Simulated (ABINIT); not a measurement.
A run of ABINIT 10.8.3 (patched build) is set up as follows.

File run.abi:

```
ndtset 2

pp_dirpath "./"
pseudos "In_ONCV_PBE-1.2.upf, P_ONCV_PBE-1.2.upf"

acell 7.83169184 7.83169184 7.83169184
rprim
     0.0000000000     0.7071067812     0.7071067812
     0.7071067812     0.0000000000     0.7071067812
     0.7071067812     0.7071067812     0.0000000000
ntypat 2
znucl 49 15
natom 2
typat 1 2
xred
     0.0000000000     0.0000000000     0.0000000000
     0.7500000000     0.7500000000     0.7500000000

ecut 35.0

ixc 11

occopt 3
tsmear 0.00183747

nstep 100

iomode 3
prtwf 0
prteig 0
prtebands 0
enunit 1
prtden1 1

kptopt1 1
ngkpt1 8 8 8
nshiftk1 1
shiftk1 0.0 0.0 0.0
nband1 13
tolvrs1 1.0e-10

iscf2 -2
getden2 1
nband2 17
nbdbuf2 2
tolwfr2 1.0e-12
kptopt2 -9
ndivsm2 5
prteig2 1
kptbounds2
     0.0000000000     0.0000000000     0.0000000000
     0.5000000000     0.0000000000     0.5000000000
     0.5000000000     0.2500000000     0.7500000000
     0.3750000000     0.3750000000     0.7500000000
     0.0000000000     0.0000000000     0.0000000000
     0.5000000000     0.5000000000     0.5000000000
     0.6250000000     0.2500000000     0.6250000000
     0.5000000000     0.2500000000     0.7500000000
     0.5000000000     0.5000000000     0.5000000000
     0.3750000000     0.3750000000     0.7500000000
```

Potentials or basis: SG15 NC PBE v1.2.

Run with:

```bash
$ abinit run.abi > log 2>&1
```

What does it give for the band gap on the k mesh?

0.71 eV, direct.

Estimate the pressure.

3.5 GPa.

Levels at the corners of the path, in eV from the valence-band top:
```tsv
point	band 5	band 6	band 7	band 8	band 9	band 10	band 11	band 12	band 13	band 14
Γ	-14.10	-11.52	0.00	0.00	0.00	0.71	4.10	4.10	4.10	8.58
X	-14.06	-9.15	-5.75	-2.31	-2.31	1.77	2.27	9.24	9.60	9.60
W	-14.08	-9.07	-5.60	-2.95	-2.90	4.30	4.39	5.58	6.22	10.19
K	-14.08	-9.16	-5.60	-3.30	-1.93	2.37	4.40	7.54	7.56	8.27
Γ	-14.10	-11.52	0.00	0.00	0.00	0.71	4.10	4.10	4.10	8.58
L	-14.08	-9.80	-5.73	-0.97	-0.97	1.50	4.82	4.82	7.13	9.50
U	-14.08	-9.16	-5.60	-3.30	-1.93	2.37	4.40	7.54	7.56	8.27
W	-14.08	-9.07	-5.60	-2.95	-2.90	4.30	4.39	5.58	6.22	10.19
L	-14.08	-9.80	-5.73	-0.97	-0.97	1.50	4.82	4.82	7.13	9.50
K	-14.08	-9.16	-5.60	-3.30	-1.93	2.37	4.40	7.54	7.56	8.27
```

Caveat: spin-orbit coupling is left out, which moves the levels of the heavy elements.

**Measured values to compare with.**

A printed reference work, data compilation reports, for a bulk crystal of InP at 1.6 K: band gap 1.4236 eV (direct).

A measured gap of InP is 1.4236 eV (direct; 1.6 K; a printed reference work, data compilation); the calculated 0.71 eV misses it by -0.71 eV. Spin-orbit coupling on In is left out. The value is that of PBE, without temperature or zero-point motion. Semilocal functionals fall short of measured gaps as a rule.
